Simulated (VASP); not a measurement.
Something may be wrong with this VASP 6.6.1 calculation of Sc.

The input run.py:

```python
from ase import Atoms
from ase.calculators.vasp import Vasp
from ase.eos import EquationOfState
from ase.io import Trajectory
from ase.units import GPa

atoms = Atoms(
    ['Sc'],
    cell=[[0.0, 2.26, 2.26], [2.26, 0.0, 2.26], [2.26, 2.26, 0.0]],
    scaled_positions=[[0.0, 0.0, 0.0]],
    pbc=True,
)
calc = Vasp(
    directory='calc',
    xc='pbe',
    pp='PBE',
    setups='minimal',
    prec='Accurate',
    encut=500,
    ediff=1e-07,
    ismear=0,
    sigma=0.05,
    lreal=False,
    lasph=True,
    nelm=78,
    algo='Fast',
    isif=2,
    lwave=False,
    lcharg=False,
    ivdw=4,
    kpts=[10, 10, 10],
    gamma=True,
    nbands=6,
)
atoms.calc = calc
cell = atoms.cell.copy()
volumes, energies = [], []
traj = Trajectory('eos.traj', 'w')
for x in [0.94, 0.96, 0.98, 1.0, 1.02, 1.04, 1.06]:
    atoms.set_cell(cell * x ** (1 / 3), scale_atoms=True)
    volumes.append(atoms.get_volume())
    energies.append(atoms.get_potential_energy())
    traj.write(atoms)
    print(f'{x:5.2f} {volumes[-1]:12.5f} {energies[-1]:14.6f}')

v0, e0, B = EquationOfState(volumes, energies, eos='vinet').fit()
print(f'V0 = {v0:.4f} A^3, E0 = {e0:.6f} eV, B = {B / GPa:.2f} GPa')
```

Potentials or basis: VASP PAW PBE potentials, release 64 (Sc_sv).

Run with:

```bash
$ python run.py
```

Output:

```text
0.94     21.70117      -6.332829
 0.96     22.16290      -6.350906
 0.98     22.62462      -6.364794
 1.00     23.08635      -6.374737
 1.02     23.54808      -6.379788
 1.04     24.00981      -6.384121
 1.06     24.47153      -6.384027
V0 = 24.3368 A^3, E0 = -6.384246 eV, B = 43.09 GPa
```

OUTCAR:

```text
ENCUT = 500.000000
[... 460 lines left out ...]
  free  energy   TOTEN  =        -6.3852690624 eV

  energy  without entropy=       -6.3827858411  energy(sigma->0) =       -6.38402745
```

Task: What happened, and what is wrong with the input?

Result: The run converged. The input holds a flaw that was put in on purpose: too few bands (NBANDS = 6). The program doesn't stop on it, so the numbers can't be trusted though the run ends normally.
